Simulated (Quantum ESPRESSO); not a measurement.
Crystal: ZrC.

```
Zr C
1.0
     0.00000    2.36500    2.36500
     2.36500    0.00000    2.36500
     2.36500    2.36500    0.00000
Zr C
1 1
Direct
  0.50000 0.50000 0.50000
  0.00000 0.00000 0.00000
```

```yaml
Program: Quantum ESPRESSO 7.5
Task: phonons
Functional: BLYP
Potentials_or_basis: GBRV 1.5 PBE
Cutoff: 612 eV
Density_cutoff: 4898 eV
k_mesh: 10 × 10 × 10
Occupations: cold, width 0.2 eV
Spin: no spin polarisation
Mixing_beta: 0.5
Most_SCF_iterations: 120
SCF_threshold: 4e-10 Ry
```

The cell and the atoms were relaxed first, to 13.50 Å³/atom (a = 3.368 Å, b = 3.368 Å, c = 3.368 Å, α = 60.00°, β = 60.00°, γ = 60.00°), and the response was taken there.

Where do the zone-centre optical modes lie?

T1u at 369 cm⁻¹ (IR).

Optical modes at Γ, degenerate ones joined:
| cm⁻¹ | components | symmetry | active in |
| --- | --- | --- | --- |
| 369 | 3 | T1u | IR |

Caveat: the potentials were made for another functional, which shifts forces and pressure.
